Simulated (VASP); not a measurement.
Input of a VASP 6.6.1 run:

The input INCAR:

```
SYSTEM = KI
ALGO = Normal
EDIFF = 1E-7
EDIFFG = -0.005
ENCUT = 600
GGA = PS
IBRION = 2
ISIF = 3
ISMEAR = 0
KPAR = 4
LASPH = .TRUE.
LCHARG = .FALSE.
LREAL = .FALSE.
LWAVE = .FALSE.
NELM = 80
NSW = 90
PREC = Accurate
SIGMA = 0.03
```

KPOINTS

```
k-points
0
G
  8 8 8
  0 0 0
```

The input POSCAR:

```
KI                                      
1.0
    0.0000000000      3.5081227332      3.5081227332
    3.5081227332     -0.0000000000      3.5081227332
    3.5081227332      3.5081227332      0.0000000000
  K               I             
     1     1
Direct
     0.0000000000000000    0.0000000000000000    0.0000000000000000
     0.5000000000000000    0.5000000000000000    0.5000000000000000
```

Potentials or basis: VASP PAW PBE potentials, release 64 (K_sv, I).

Command:

```bash
$ cat potpaw_PBE.64/K_sv/POTCAR potpaw_PBE.64/I/POTCAR > POTCAR
$ mpirun -np 4 vasp_std > vasp.out
```

Problem. Estimate the band gap on the k mesh.

Solution. 3.86 eV, direct.

Final structure:
```yaml
crystal:
  lattice:
    - [0.00000, 3.50812, 3.50812]
    - [3.50812, 0.00000, 3.50812]
    - [3.50812, 3.50812, 0.00000]
  atoms:
    - { symbol: K, position: [0.00000, 0.00000, 0.00000] }
    - { symbol: I, position: [0.50000, 0.50000, 0.50000] }
```

Caveat: the relaxation stopped at its first step, so nothing moved; spin-orbit coupling is left out, which moves the levels of the heavy elements. A k mesh can miss the band edges.
